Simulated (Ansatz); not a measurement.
Runs of Ansatz 0.2.0 on CdS. Symmetry: Fm-3m, No. 225, cubic system. The conventional cell has a = 5.506 Å, b = 5.506 Å, c = 5.506 Å, α = 90.00°, β = 90.00°, γ = 90.00°. Cd (site symmetry m-3m) has 6 S at 2.75 Å as nearest neighbours. S (site symmetry m-3m) is surrounded by 6 Cd at 2.75 Å. Measurements of this composition are mostly on another form, of space group No. 186.

```csv
task,level,spin,cell,cutoff (eV),points for each segment of the path,gap on the mesh (eV),pressure (GPa),relaxed volume (Å³/atom)
single point,r2SCANh,off,as given,500,-,1.32,(b),-
single point,HSE06,"SOC, no magnetisation",as given,420,-,1.21,-1.9,-
band structure,HSE06,off,as given,420,4,1.23,-1.9,-
single point,r2SCAN50,off,as given,500,-,3.88,-3.6,-
relaxation of cell and atoms,HSE06,off,relaxed,420,-,1.23,0.0,20.37
band structure,HSEsol,off,as given,420,4,1.09,-4.6,-
relaxation of cell and atoms,HF,off,relaxed,420,-,7.78,0.0,(a)
relaxation of cell and atoms,PBE0,off,relaxed,420,-,1.93,0.0,20.33
```

Alike in all rows: potentials or basis Ansatz PAW; k mesh 4 × 4 × 4; smearing fermi-dirac 0.05 eV; the mesh is coarse, so values aren't converged.

Problem. Estimate the missing entries.

Solution. (a) 22.13; (b) -2.3.

Caveats: all runs use coarse meshes; the PAW data sets come from PBE, with cores solved anew for the run's functional, which leaves a small shift of forces and pressure; the thresholds are loose for stress (some runs); the plane-wave basis is chosen anew once the cell has moved, so the energies of steps on either side of that aren't comparable (some runs).

A k mesh can miss the band edges, and rows without SOC leave out spin-orbit coupling on Cd.
